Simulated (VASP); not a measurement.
# CdS (Greenockite) (P6_3mc) in VASP: a series of runs, part 2 of 2

VASP 6.6.1. The steps go on from the part before.

**3. Relaxation of cell and atoms, vdW-DF2**

INCAR reads:

```
SYSTEM = CdS
AGGAC = 0.0
ALGO = Fast
EDIFF = 1E-6
EDIFFG = -0.005
ENCUT = 600
GGA = ML
IBRION = 2
ISIF = 3
ISMEAR = -1
LASPH = .True.
LCHARG = .False.
LREAL = .False.
LUSE_VDW = .True.
LWAVE = .False.
NELM = 60
NSW = 60
PREC = Accurate
SIGMA = 0.05
ZAB_VDW = -1.8867
```

KPOINTS reads:

```
k-points
0
Gamma
  7 7 4
  0 0 0
```

POSCAR reads:

```
CdS
1.0
    4.1500000000      0.0000000000      0.0000000000
   -2.0750000000      3.5940054257      0.0000000000
    0.0000000000      0.0000000000      6.7370000000
Cd S
2 2
Direct
    0.6666666667      0.3333333333      0.5000000000
    0.3333333333      0.6666666667      0.0000000000
    0.6666666667      0.3333333333      0.8750000000
    0.3333333333      0.6666666667      0.3750000000
```

Potentials or basis: VASP PAW PBE potentials, release 64 (Cd, S).

The run is started by

```
$ cat potpaw_PBE.64/Cd/POTCAR potpaw_PBE.64/S/POTCAR > POTCAR
$ mpirun -np 1 vasp_std > vasp.out
```

OUTCAR:

```text
SYSTEM = CdS
   EDIFF = 1E-6
   EDIFFG = -0.005
   ENCUT = 600
   GGA = ML
   IBRION = 2
   ISIF = 3
   ISMEAR = -1
   LASPH = .True.
   LREAL = .False.
   NELM = 60
   NSW = 60
   PREC = Accurate

 ion  position               nearest neighbor table
   1  0.667  0.333  0.500-   3 2.53   4 2.54   4 2.54   4 2.54
   2  0.333  0.667  0.000-   4 2.53   3 2.54   3 2.54   3 2.54
   3  0.667  0.333  0.875-   1 2.53   2 2.54   2 2.54   2 2.54
   4  0.333  0.667  0.375-   2 2.53   1 2.54   1 2.54   1 2.54

  LATTYP: Found a hexagonal cell.
 ALAT       =     4.1500000000
 C/A-ratio  =     1.6233734940

  Lattice vectors:

 A1 = (   4.1500000000,   0.0000000000,   0.0000000000)
 A2 = (  -2.0750000000,   3.5940054257,   0.0000000000)
 A3 = (   0.0000000000,   0.0000000000,   6.7370000000)

Analysis of symmetry for initial positions (statically):
=====================================================================
 Subroutine PRICEL returns:
 Original cell was already a primitive cell.

 Routine SETGRP: Setting up the symmetry group for a
 hexagonal supercell.

 Subroutine GETGRP returns: Found 12 space group operations
 (whereof  6 operations were pure point group operations)
 out of a pool of 24 trial point group operations.

The static configuration has the point symmetry C_3v.
 The point group associated with its full space group is C_6v.

Analysis of symmetry for dynamics (positions and initial velocities):
=====================================================================
 Subroutine PRICEL returns:
 Original cell was already a primitive cell.

 Routine SETGRP: Setting up the symmetry group for a
 hexagonal supercell.

 Subroutine GETGRP returns: Found 12 space group operations
 (whereof  6 operations were pure point group operations)
 out of a pool of 24 trial point group operations.

The dynamic configuration has the point symmetry C_3v.
 The point group associated with its full space group is C_6v.

 Subroutine INISYM returns: Found 12 space group operations
[... 109 lines left out ...]
   TEBEG  =    0.0;   TEEND  =   0.0 temperature during run
   PSTRESS=    0.0 pullay stress
   NELECT =      36.0000    total number of electrons
   NUPDOWN=      -1.0000    fix difference up-down
   EMIN   =  10.00;   EMAX   =-10.00  energy-range for DOS
   EFERMI =   0.00;   METHOD = LEGACY
   ISMEAR =    -1;   SIGMA  =   0.05  broadening in eV -4-tet -1-fermi 0-gaus
   EFERMI_NEDOS =   21; number of points for ismear=-14 and -15
   IALGO  =     68    algorithm
   IMIX   =      4    mixing-type and parameters
     AMIX     =   0.40;   BMIX     =  1.00
     AMIX_MAG =   1.60;   BMIX_MAG =  1.00
  volume/ion in A,a.u.               =      25.12       169.52
  Fermi-wavevector in a.u.,A,eV,Ry     =   1.162727  2.197236 18.394190  1.351935
  Thomas-Fermi vector in A             =   2.299285
   LORBIT       =      0    0 simple, 1 ext, 2 COOP (PROOUT), +10 PAW based schemes
   GGA     = ML    functional components
   LHFCALC =     F    Hartree Fock is set to
   AEXX    =    0.0000 exact exchange contribution
   IVDW_NL    =     1    kernel type
   BPARAM     = 6.3000
   IVDW    =     0    specifies the selected vdW correction
   LEPSILON=     F    determine dielectric tensor
   LRPA    =     F    only Hartree local field effects (RPA)
 conjugate gradient relaxation of ions
 non-spin polarized calculation
 RMM-DIIS sequential band-by-band and
  energy-cutoff  :      600.00
  volume of cell :      100.48
 maximum number of plane-waves:      3376
 NGX is ok and might be reduce to    36
   NGX = 17   NGY = 17   NGZ = 27

--------------------------------------- Ionic step        1  -------------------------------------------

 number of electron      36.0000008 magnetization

 Free energy of the ion-electron system (eV)
  ---------------------------------------------------
  ext. energy  EPLUGINS =         0.00000000
  ---------------------------------------------------
  free energy    TOTEN  =        -1.90262277 eV

  energy without entropy =       -1.90262181  energy(sigma->0) =       -1.90262229

------------------------ aborting loop because EDIFF is reached ----------------------------------------

  FORCE on cell =-STRESS in cart. coord.  units (eV):
  Direction    XX          YY          ZZ          XY          YZ          ZX
  --------------------------------------------------------------------------------------
  -------------------------------------------------------------------------------------
  Total        3.9368683      3.9368683      4.5358970      0.0000000     -0.0000000      0.0000000
  in kB       62.7723085     62.7723085     72.3236604      0.0000000     -0.0000000      0.0000000
  external PRESSURE =      65.9560925 kB  Pullay stress =       0.0000000 kB
[... 267 lines left out ...]
--------------------------------------- Ionic step        8  -------------------------------------------

 number of electron      35.9999997 magnetization

 Free energy of the ion-electron system (eV)
  ---------------------------------------------------
  ext. energy  EPLUGINS =         0.00000000
  ---------------------------------------------------
  free energy    TOTEN  =        -2.12551397 eV

  energy without entropy =       -2.12549608  energy(sigma->0) =       -2.12550502

 E-fermi :   0.6350     XC(G=0):  -8.6951

 val. band max:        0.2539841860   @ k =   0.0000   0.0000   0.0000
 cond. band min:       0.9439217414   @ k =   0.0000   0.0000   0.0000
 fundamental gap:      0.6899375553
 Fermi energy:         0.6349921687

 k-point     1 :       0.0000    0.0000    0.0000
  band No.  band energies     occupation
      1     -11.4836      2.00000
      2     -11.1660      2.00000
      3      -7.1739      2.00000
      4      -7.1661      2.00000
      5      -7.1661      2.00000
      6      -7.1084      2.00000
[... 624 lines left out ...]
  energy  without entropy=       -2.1254960824  energy(sigma->0) =       -2.12550502

Total vdW correction in eV:      7.0356124

 reached required accuracy - stopping structural energy minimisation
```

OSZICAR:

```text
N       E                     dE             d eps       ncg     rms          rms(c)
DAV:   1     0.285470082251E+03    0.28547E+03   -0.19259E+04  1056   0.168E+03
DAV:   2     0.129076095592E+02   -0.27256E+03   -0.26550E+03  1194   0.380E+02
DAV:   3    -0.317179409203E+01   -0.16079E+02   -0.16015E+02  1266   0.914E+01
DAV:   4    -0.337386362967E+01   -0.20207E+00   -0.20185E+00  1224   0.103E+01
[... 74 lines left out ...]
RMM:   2    -0.212552454794E+01    0.56945E-04   -0.16412E-04  1056   0.126E-01    0.216E-02
RMM:   3    -0.212551814514E+01    0.64028E-05   -0.26691E-05  1056   0.304E-02    0.162E-02
RMM:   4    -0.212551528236E+01    0.28628E-05   -0.26125E-06   640   0.109E-02    0.573E-03
RMM:   5    -0.212551408904E+01    0.11933E-05   -0.14133E-06   582   0.941E-03    0.217E-03
RMM:   6    -0.212551396729E+01    0.12175E-06   -0.35372E-07   548   0.571E-03
   8 F= -.21255140E+01 E0= -.21255050E+01  d E =-.598987E-04
```

Wall time 8.7 min (1 thread of Intel Xeon 6975P-C (Granite Rapids), shared host); peak memory 0.64 GiB.

Results:

```yaml
Free_energy: -2.1255 eV
Relaxed_volume: 28.10 Å³/atom
Relaxed_cell: a = 4.299 Å, b = 4.299 Å, c = 7.021 Å, α = 90.00°, β = 90.00°, γ = 120.00°
Space_group_after_relaxing_to_0.05_Å: P6_3mc (No. 186)
Energy_gained_by_relaxing: 55.7 meV/atom
Ionic_steps: 8
Pressure_after_relaxing: 0.0 GPa
Largest_force_after_relaxing: 0.004 eV/Å
Band_gap_on_the_k_mesh: 0.69 eV, direct
```

Forces on the atoms (eV/Å):
```
Cd   0.000  0.000  0.004
Cd   0.000  0.000  0.004
S    0.000  0.000 -0.004
S    0.000  0.000 -0.004
```

Step by step:
```tsv
step	energy change (eV)	largest force (eV/Å)	pressure (GPa)	volume (Å³)
1	0.0000	0.0653	6.60	100.48
2	-0.2045	0.0101	-1.46	116.28
3	-0.2229	0.0017	0.01	112.32
4	-0.2228	0.0023	-0.05	112.57
5	-0.2229	0.0033	-0.04	112.43
6	-0.2228	0.0074	0.13	112.04
7	-0.2229	0.0053	0.05	112.33
8	-0.2229	0.0042	0.00	112.38
```

Final structure:
```yaml
crystal:
  lattice:
    - [4.29925, 0.00000, 0.00000]
    - [-2.14963, 3.72326, 0.00000]
    - [0.00000, 0.00000, 7.02064]
  atoms:
    - { symbol: Cd, position: [0.66667, 0.33333, 0.49965] }
    - { symbol: Cd, position: [0.33333, 0.66667, 0.99965] }
    - { symbol: S, position: [0.66667, 0.33333, 0.87535] }
    - { symbol: S, position: [0.33333, 0.66667, 0.37535] }
```

Levels at points of the mesh, in eV from the valence-band top:
| k point | band 14 | band 15 | band 16 | band 17 | band 18 | band 19 | band 20 | band 21 | band 22 |
| --- | --- | --- | --- | --- | --- | --- | --- | --- | --- |
| (0.00, 0.00, 0.00) | -0.58 | -0.58 | -0.04 | 0.00 | 0.00 | 0.69 | 2.49 | 6.42 | 6.42 |
| (0.00, 0.00, 0.50) | -2.25 | -0.30 | -0.30 | -0.30 | -0.30 | 2.39 | 2.39 | 5.93 | 5.93 |

Caveat: the PAW data sets were made with another functional, which shifts forces and pressure a little; the volume moved by +12 % from the deposited cell, more than functionals usually miss. Zero-point motion and thermal expansion aren't in these numbers.
